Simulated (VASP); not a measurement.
# Co in VASP: further runs, part 2 of 2

VASP 6.6.1.

## 5. Relaxation of the atoms, PBEsol, collinear spin, ferromagnetic start

INCAR

```
SYSTEM = Co
  PREC = Accurate
  ENCUT = 520
  EDIFF = 1E-7
  ISMEAR = -1
  SIGMA = 0.05
  LREAL = .FALSE.
  LASPH = .TRUE.
  NELM = 100
  ALGO = Normal
  ISIF = 2
  LWAVE = .FALSE.
  LCHARG = .FALSE.
  ISPIN = 2
  MAGMOM = 2
  LORBIT = 11
  LMAXMIX = 4
  LDIPOL = .TRUE.
  IDIPOL = 3
  DIPOL = 0.5 0.5 0.294
  GGA = PS
  IBRION = 2
  NSW = 60
  EDIFFG = -0.01
```

KPOINTS

```
regular mesh
0
G
  10 10 1
  0 0 0
```

POSCAR

```
Co
1.0
    2.3471500000      0.0000000000      0.0000000000
   -1.1735800000      2.0326900000      0.0000000000
    0.0000000000      0.0000000000     23.8000000000
Co
1
Selective dynamics
Direct
    0.0000000000      0.0000000000      0.2941200000  F F F
```

Started as:

```bash
cat potpaw_PBE.64/Co/POTCAR > POTCAR
mpirun -np 1 vasp_std > vasp.out
```

Run time: 66 s. Hardware: 1 thread of Intel Xeon Platinum 8488C (Sapphire Rapids), shared host; peak memory 0.27 GiB.

Results (log left out):

```
Free energy                                           : -6.1442 eV
Band gap on the k mesh                                : none (metal or under the smearing width)
Net moment                                            : 1.73 μB per cell
Site moments                                          : Co +1.76 μB
Valence electrons inside the program's atomic spheres : Co 8.14
```

Final structure:
```
Co
1.0
     2.34715    0.00000    0.00000
    -1.17358    2.03269    0.00000
     0.00000    0.00000   23.80000
Co
1
Cartesian
  0.0000 0.0000 7.0001
```

Levels at points of the mesh, in eV from the Fermi level:
Spin up:
```tsv
k point	band 2	band 3	band 4	band 5	band 6	band 7	band 8	band 9
(0.00, 0.00, 0.00)	-2.88	-2.40	-2.40	-1.10	-1.10	0.28	4.91	5.35
(0.50, 0.00, 0.00)	-3.55	-1.67	-1.51	-0.07	2.56	7.74	9.20	11.60
```
Spin down:
```tsv
k point	band 1	band 2	band 3	band 4	band 5	band 6	band 7	band 8	band 9
(0.00, 0.00, 0.00)	-6.13	-1.39	-0.82	-0.82	0.25	0.94	0.94	4.85	5.26
(0.50, 0.00, 0.00)	-3.45	-1.99	0.30	0.47	1.74	2.60	8.46	9.34	11.63
```

Caveat: the relaxation stopped at its first step, so nothing moved; the PAW data sets were made with another functional, which shifts forces and pressure a little.

## 6. Relaxation of the atoms, RPBE, collinear spin, ferromagnetic start

Changes to INCAR since step 5:

```diff
@@ -20,3 +20,3 @@
   DIPOL = 0.5 0.5 0.294
-  GGA = PS
+  GGA = RP
   IBRION = 2
```

KPOINTS is that of step 5.

POSCAR is that of step 5.

Potentials or basis: VASP PAW PBE potentials, release 64 (Co).

Started as:

```bash
cat potpaw_PBE.64/Co/POTCAR > POTCAR
mpirun -np 1 vasp_std > vasp.out
```

OUTCAR:

```text
SYSTEM = Co
   PREC = Accurate
   ENCUT = 520
   EDIFF = 1E-7
   ISMEAR = -1
   LREAL = .FALSE.
   LASPH = .TRUE.
   NELM = 100
   ISIF = 2
   ISPIN = 2
   LORBIT = 11
   GGA = RP
   IBRION = 2
   NSW = 60
   EDIFFG = -0.01

 ion  position               nearest neighbor table
   1  0.000  0.000  0.294-

  LATTYP: Found a hexagonal cell.
 ALAT       =     2.3471500000
 C/A-ratio  =    10.1399569691

  Lattice vectors:

 A1 = (   2.3471500000,   0.0000000000,   0.0000000000)
 A2 = (  -1.1735800000,   2.0326900000,   0.0000000000)
 A3 = (   0.0000000000,   0.0000000000,  23.8000000000)

Analysis of symmetry for initial positions (statically):
=====================================================================
 Subroutine PRICEL returns:
 Original cell was already a primitive cell.

 Routine SETGRP: Setting up the symmetry group for a
 hexagonal supercell.

 Subroutine GETGRP returns: Found 24 space group operations
 (whereof 12 operations were pure point group operations)
 out of a pool of 24 trial point group operations.

The static configuration has the point symmetry C_6v.
 The point group associated with its full space group is D_6h.

Analysis of symmetry for dynamics (positions and initial velocities):
=====================================================================
 Subroutine PRICEL returns:
 Original cell was already a primitive cell.

 Routine SETGRP: Setting up the symmetry group for a
 hexagonal supercell.

 Subroutine GETGRP returns: Found 24 space group operations
 (whereof 12 operations were pure point group operations)
 out of a pool of 24 trial point group operations.

The dynamic configuration has the point symmetry C_6v.
 The point group associated with its full space group is D_6h.

Analysis of constrained symmetry for selective dynamics:
=====================================================================
 Subroutine PRICEL returns:
 Original cell was already a primitive cell.

 Routine SETGRP: Setting up the symmetry group for a
 hexagonal supercell.
[... 172 lines left out ...]
  band No.  band energies     occupation
      1      -9.7940      1.00000
      2      -6.3786      1.00000
      3      -5.8680      1.00000
      4      -5.8680      1.00000
      5      -4.6213      1.00000
      6      -4.6213      1.00000
      7      -3.1615      0.00592
      8       1.0779      0.00000
      9       1.5784      0.00000
[... 145 lines left out ...]
 k-point    14 :       0.3000    0.3000    0.0000
  band No.  band energies     occupation
      1      -6.5646      1.00000
      2      -6.4651      1.00000
      3      -5.9527      1.00000
      4      -5.9488      1.00000
      5      -5.1759      1.00000
      6       2.6871      0.00000
      7       6.2553      0.00000
      8       7.4696      0.00000
      9       7.4757      0.00000
 Fermi energy:        -3.4176991666

 spin component 2

 k-point     1 :       0.0000    0.0000    0.0000
  band No.  band energies     occupation
      1      -9.5877      1.00000
      2      -4.8039      1.00000
      3      -4.2322      1.00000
      4      -4.2322      1.00000
      5      -3.2491      0.03316
      6      -2.4887      0.00000
      7      -2.4887      0.00000
      8       1.0013      0.00000
      9       1.4151      0.00000
[... 145 lines left out ...]
 k-point    14 :       0.3000    0.3000    0.0000
  band No.  band energies     occupation
      1      -5.2875      1.00000
      2      -4.7331      1.00000
      3      -4.6978      1.00000
      4      -4.1003      1.00000
      5      -3.0405      0.00053
      6       3.2170      0.00000
      7       6.6392      0.00000
      8       7.6769      0.00000
      9       7.9917      0.00000

------------------------ aborting loop because EDIFF is reached ----------------------------------------

 vacuum level on the upper side and lower side of the slab       (xc-potential included)        -0.086        -0.082

  FORCE on cell =-STRESS in cart. coord.  units (eV):
  Direction    XX          YY          ZZ          XY          YZ          ZX
  --------------------------------------------------------------------------------------
  -------------------------------------------------------------------------------------
  Total        0.3336278      0.3336273     -0.0007532     -0.0000008      0.0000000      0.0000000
  in kB        4.7074300      4.7074230     -0.0106277     -0.0000116      0.0000000      0.0000000
  external PRESSURE =       3.1347418 kB  Pullay stress =       0.0000000 kB

 VOLUME and BASIS-vectors are now :
 -----------------------------------------------------------------------------
  energy-cutoff  :      520.00
  volume of cell :      113.55
      direct lattice vectors                 reciprocal lattice vectors
     2.347150000  0.000000000  0.000000000     0.426048612  0.245980514  0.000000000
    -1.173580000  2.032690000  0.000000000     0.000000000  0.491958931  0.000000000
     0.000000000  0.000000000 23.800000000     0.000000000  0.000000000  0.042016807

 POSITION                                       TOTAL-FORCE (eV/Angst)
 -----------------------------------------------------------------------------------
      0.00000      0.00000      7.00006         0.000000     -0.000000     -0.000000
 -----------------------------------------------------------------------------------
    total drift:                                0.000000      0.000000     -0.000002

  FREE ENERGIE OF THE ION-ELECTRON SYSTEM (eV)
  ---------------------------------------------------
  free  energy   TOTEN  =        -5.2585780313 eV

  energy  without entropy=       -5.2463452634  energy(sigma->0) =       -5.25246165

 reached required accuracy - stopping structural energy minimisation

 vacuum level on the upper side and lower side of the slab         1.453         1.452

 total charge

# of ion       s       p       d       tot
------------------------------------------
    1        0.533   0.375   7.233   8.141

 magnetization (x)

# of ion       s       p       d       tot
------------------------------------------
    1       -0.002  -0.045   1.830   1.783
```

CONTCAR:

```text
Co
   1.00000000000000
     2.3471500000000001    0.0000000000000000    0.0000000000000000
    -1.1735800000000001    2.0326900000000001    0.0000000000000000
     0.0000000000000000    0.0000000000000000   23.8000000000000007
  Co
     1
Selective dynamics
Direct
     0.0000000000000000    0.0000000000000000    0.2941199999999995   F   F   F

  0.00000000E+00  0.00000000E+00  0.00000000E+00
```

Run time: 83 s. Hardware: 1 thread of Intel Xeon Platinum 8488C (Sapphire Rapids), shared host; peak memory 0.26 GiB.

Results:

- Free energy: -5.2586 eV
- Band gap on the k mesh: none (metal or under the smearing width)
- Net moment: 1.74 μB per cell
- Site moments: Co +1.78 μB
- Valence electrons inside the program's atomic spheres: Co 8.14

Final structure:
```
CELL_PARAMETERS angstrom
2.34715 0.00000 0.00000
-1.17358 2.03269 0.00000
0.00000 0.00000 23.80000
ATOMIC_POSITIONS crystal
Co 0.00000 0.00000 0.29412
```

Caveat: the relaxation stopped at its first step, so nothing moved; the PAW data sets were made with another functional, which shifts forces and pressure a little.

## 7. The reference run

An earlier run on the cell as given: functional PBE; potentials or basis VASP PAW PBE potentials, release 64 (Co); cutoff 520 eV; k mesh 13 × 13 × 1; occupations fermi-dirac, width 0.05 eV; collinear spin, ferromagnetic start; starting moments [2.0] μB.

* Band gap on the k mesh: none (metal or under the smearing width)
* Net moment: 1.72 μB per cell
* Site moments: Co +1.77 μB
* Valence electrons inside the program's atomic spheres: Co 8.14
* Work function of the upper face: 5.19 eV
* Work function of the lower face: 5.19 eV

## 8. Summary

```csv
task,level,potentials or basis,cell,k mesh,smearing,atoms held fixed (from 0),gap on the mesh (eV),moment (μB)
relaxation of the atoms,PBE+D4,"VASP PAW PBE potentials, release 64 (Co)",atoms relaxed,13 × 13 × 1,gaussian 0.05 eV,[0],none,1.72
relaxation of the atoms,LDA,"VASP PAW LDA potentials, release 64 (Co)",atoms relaxed,10 × 10 × 1,fermi-dirac 0.05 eV,[0],none,1.68
relaxation of the atoms,PBE,"VASP PAW PBE potentials, release 64 (Co)",atoms relaxed,10 × 10 × 1,fermi-dirac 0.05 eV,[0],none,1.73
relaxation of the atoms,PBEsol,"VASP PAW PBE potentials, release 64 (Co)",atoms relaxed,10 × 10 × 1,fermi-dirac 0.05 eV,[0],none,1.73
relaxation of the atoms,RPBE,"VASP PAW PBE potentials, release 64 (Co)",atoms relaxed,10 × 10 × 1,fermi-dirac 0.05 eV,[0],none,1.74
single point,PBE,"VASP PAW PBE potentials, release 64 (Co)",as given,13 × 13 × 1,fermi-dirac 0.05 eV,-,none,1.72
```

Alike in all rows: spin collinear, ferromagnetic start; cutoff (eV) 520.

Caveats: the relaxation stopped at its first step, so nothing moved (some runs); the PAW data sets were made with another functional, which shifts forces and pressure a little (some runs).

Total energies depend on the potentials used, so only differences within one code and one set of settings carry meaning.
